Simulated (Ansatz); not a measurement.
## Ag under changes of volume

One of the cells (17.048 Å³/atom); the others are scaled copies at fixed shape and fractional positions:

```xyz
1
Lattice="0.0000 2.0427 2.0427 2.0427 0.0000 2.0427 2.0427 2.0427 0.0000" Properties=species:S:1:pos:R:3 pbc="T T T"
Ag    0.0000    0.0000    0.0000
```

```yaml
Program: Ansatz 0.2.0
Functional: revPBE
Dispersion: D4
Potentials_or_basis: all-electron LAPW, relativistic spinors
Cutoff: 258 eV (chosen from the basis error)
Basis_error_allowed: 0.0005 eV/atom
k_mesh: 8 × 8 × 8
Occupations: methfessel-paxton, width 0.025 eV
Spin: spin-orbit coupling, no magnetisation
Hubbard_terms: Ag d U = 6.2 eV
```

```csv
volume (Å³/atom),energy over the lowest point (meV/atom),pressure (GPa)
16.025,19.70,7.3
16.366,7.45,4.3
16.707,?,?
17.048,0.00,-0.6
17.389,3.39,-2.6
17.730,10.73,-4.3
18.071,21.26,-5.4
```

Q: What does the run at 16.707 Å³/atom give?

A: Energy over the lowest point 1.14 meV/atom; pressure 1.7 GPa.

Worked out: A Birch-Murnaghan fit of order 3 (a polynomial in V^(-2/3)) to the other rows has its minimum at 16.95 Å³/atom with B0 = V·E''(V) = 109 GPa and B' = 6.2. It gives 1.13 meV/atom at 16.707 Å³/atom, against the run's 1.14, and -dE/dV = 1.7 GPa, against 1.7.

Energies are extrapolated to zero smearing.

Caveats: U is the effective U less J, on atomic orbitals that reach past the spheres; the k mesh is thin for a metal, which can move the energy by tens of meV per atom; U without spin polarisation on a metal has little footing; pairwise dispersion overbinds metals, which lowers pressure and volume; the U is typed as a test and isn't derived for this compound.

The runs don't all hold the same shells in valence.
